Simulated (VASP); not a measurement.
# TiTe₂: on-the-fly training of a machine-learned force field

TiTe₂, P-3m1 (no. 164), 72 atoms in the cell. PBE with D3(BJ), machine-learned force field (on-the-fly training); PAW potentials Te, Ti (PBE set).

Atoms in the training cell: 72; Target temperature (K): 300; Ensemble of the training: NpT, Langevin, temperature ramp.

## Input

INCAR:
```
ALGO = Normal ; EDIFF = 1E-6
ENCUT = 240 ; GGA = PE
IBRION = 0 ; ISIF = 3
ISMEAR = 0 ; ISYM = 0
IVDW = 12 ; LANGEVIN_GAMMA = 10 10
LANGEVIN_GAMMA_L = 5 ; LASPH = T
LCHARG = F ; LREAL = Auto
LWAVE = F ; MDALGO = 3
ML_LMLFF = T ; ML_MB = 1200
ML_MCONF = 600 ; ML_MODE = train
NCORE = 4 ; NELM = 80
NELMIN = 4 ; NSW = 3000
NWRITE = 0 ; PMASS = 100
POTIM = 3 ; PREC = Normal
RANDOM_SEED = 43501 0 0 ; SIGMA = 0.05
TEBEG = 90 ; TEEND = 390
```

KPOINTS:
```
k-points
0
Gamma
  1 1 1
```

POSCAR:
```
TiTe2
1.0
   11.331000000000      0.000000000000      0.000000000000
    0.000000000000     13.083911800400      0.000000000000
    0.000000000000      0.000000000000     12.996000000000
Te Ti
48 24
Direct
   -0.004246393568      0.160593441739      0.367453362779
    0.002226344920      0.171876331286      0.869106493072
    0.330406950877      0.163067833107      0.372056813346
    0.341989849281      0.167917525526      0.862905961847
    0.161592453174      0.424004009446      0.369536668700
    0.157494652608      0.416282853996      0.863229612311
   -0.003332211247      0.664428777157      0.365306771137
    0.002930254013      0.666377368027      0.865878710720
    0.668835784029      0.170472204309      0.361014481203
    0.665307227223      0.162169170671      0.867800576063
    0.493172259747      0.416761548388      0.368425088915
    0.498388468356      0.411861101570      0.866770866434
    0.327554519947      0.660451971431      0.369637791932
    0.327459094815      0.672033392427      0.871908345595
    0.156087811993      0.917914591053      0.363513588977
    0.166841711451      0.916866753615      0.859419807072
    0.832097312523      0.415493668737      0.373041369030
    0.827077326904      0.420051167799      0.863526256865
    0.664912412569      0.662812437867      0.375288510106
    0.669675473159      0.677818067932      0.871563602858
    0.504474412146      0.920521857208      0.365799392724
    0.499629184821      0.922859259046      0.866769202377
    0.834333066058      0.916569340484      0.371412633854
    0.831401065670      0.915967967911      0.869719027833
    0.167212195630      0.079366754683      0.135535655786
    0.159790938830      0.077825276227      0.625478985251
    0.505120319189      0.081679661030      0.126916914227
    0.493984530611      0.085264549945      0.626530006175
    0.326597414893      0.336148973172      0.125875033577
    0.331625956377      0.333302326333      0.629343973375
    0.166380227931      0.589472660068      0.129013600404
    0.159998373563      0.574910413305      0.630454634733
    0.831468059218      0.084548983073      0.129256673169
    0.830798843159      0.080025534720      0.629000370395
    0.667515100411      0.331589117657      0.131863720466
    0.676733848061      0.335530465892      0.624123500252
    0.509179399447      0.584928316705      0.127053678271
    0.504803012749      0.583414298127      0.628559655895
    0.329978771973      0.828777669189      0.131622155974
    0.338992939933      0.831842714422      0.633342862997
    0.009931935683      0.327763482395      0.132588930397
   -0.001622647217      0.328475813091      0.626663863345
    0.833252395390      0.585322937408      0.128945753367
    0.833621342637      0.586645226557      0.632769165498
    0.671266455896      0.835449194131      0.133653027127
    0.676339073716      0.836191065222      0.631997742993
    0.003759299992      0.829118430191      0.129840882799
    0.004200269284      0.836225985175      0.638548484261
    0.000055456865     -0.006705920123      0.008990059699
    0.005787094575     -0.004855141718      0.506351909834
    0.333504912854     -0.008318286446     -0.001940692158
    0.330638581730      0.007295286844      0.496343173151
    0.165323710172      0.248730834580     -0.001749643412
    0.161826454569      0.251004685353      0.504971397260
    0.003304091349      0.495746688925     -0.005308475333
    0.000629989693      0.496759775634      0.497090647974
    0.657772334803      0.008944534169      0.004231852043
    0.661509624964      0.004164856569      0.506198001412
    0.487346818376      0.247482657508     -0.001791196760
    0.503432642152      0.249442985749      0.498936143417
    0.333024244663      0.508498952314      0.009972209002
    0.330554268238      0.495752444648      0.512430993294
    0.161478715240      0.747370501911      0.000168889702
    0.169225555999      0.754718935278      0.501805065659
    0.828713883622      0.252322160226      0.001153820775
    0.843272009458      0.249931214158      0.493827456602
    0.661133069060      0.506650089428     -0.002493680550
    0.655523081791      0.497337036288      0.500000069713
    0.506295105526      0.745347867734      0.003077947026
    0.504211274025      0.746792755933      0.499133934878
    0.842702940059      0.757889772293      0.003949778416
    0.835091058264      0.755220042622      0.499350520380
```

Commands:
```
cat potpaw_PBE.64/Te/POTCAR potpaw_PBE.64/Ti/POTCAR > POTCAR
# POSCAR: the crystal's sites, moved at random by about 0.06 A along each axis
mpirun -np 8 vasp_gam > vasp.out
cp ML_ABN ../ML_AB.train
cp ML_FFN ../ML_FF.train
```

## Result

- MD steps with a DFT calculation: 106
- MD steps: 3000
- Force error on the training data while learning (meV/Å): 59.9
- Energy error on the training data while learning (meV/atom): 2.826
- Last threshold of the force error (eV/Å): 0.0350

Errors on the training data as learning went on:

| MD step | Energy (meV/atom) | Forces (meV/Å) | Stress (kbar) |
|---|---|---|---|
| 1 | 1.112 | 62.7 | 38.19 |
| 4 | 0.019 | 301.0 | 0.56 |
| 7 | 0.303 | 199.9 | 1.72 |
| 10 | 0.428 | 107.4 | 3.54 |
| 13 | 0.753 | 65.2 | 4.39 |
| 16 | 1.152 | 51.9 | 4.65 |
| 36 | 1.711 | 43.4 | 5.18 |
| 1024 | 2.543 | 44.8 | 5.32 |
| 1684 | 2.763 | 50.1 | 5.98 |
| 2054 | 2.581 | 54.1 | 6.06 |
| 2455 | 2.752 | 56.4 | 6.22 |
| 2709 | 2.801 | 58.3 | 6.21 |
| 3000 | 2.826 | 59.9 | 6.15 |

DFT calculations in each fifth of the run: 26, 8, 17, 24, 31.

ML_LOGFILE:
```
ML_LOGFILE 0.2.5

* MEMORY INFORMATION ********************

Estimated memory consumption for ML force field generation (MB):

Persistent allocations for force field  :    482.7
|
|-- CMAT for basis  :     33.7
|-- SINV for basis  :      8.7
|-- FMAT for basis  :    411.1
|-- DESC for basis  :      3.5
|-- DESC product matrix  :      4.5

Persistent allocations for ab initio data     :      3.7
|
|-- Ab initio data  :      3.5
|-- Ab initio data (new)  :      0.2

Temporary allocations for sparsification  :    207.9
|
|-- SVD matrices  :    207.8

Other temporary allocations  :     25.7
|
|-- Descriptors  :      4.9
|-- Regression  :     14.8
|-- Prediction  :      5.9

Total memory consumption  :    728.2

********************

* MACHINE LEARNING SETTINGS ********************

General settings
------------------------------------------------------------
Machine learning operation mode in strings (supertag)  :         train (I) ML_MODE
Machine learning operation mode  :             0     ML_ISTART
Machine learning force field type  :        kernel     ML_TYPE
Controls the verbosity of the output at each MD step when machine learning is used  :             1     ML_OUTPUT_MODE
[... 434 lines left out ...]

Program part                                         system clock (sec)       cpu time (sec)
---------------------------------------------------|--------------------|-------------------
Setup (file I/O, parameters,...)                   |              0.442 |              0.365
Descriptor and design matrix                       |             17.195 |             16.858
Sparsification of configurations                   |              1.821 |              1.783
Regression                                         |              2.682 |              2.657
Prediction                                         |             60.337 |             57.292
---------------------------------------------------|--------------------|-------------------
TOTAL                                              |             82.476 |             78.955

********************
```

Limits: These errors are on the data that the field was fitted to, not on fresh structures.

VASP 6.6.1 took 2385 s on 8 cores (Intel Xeon 6975P-C (Granite Rapids)), a shared host.
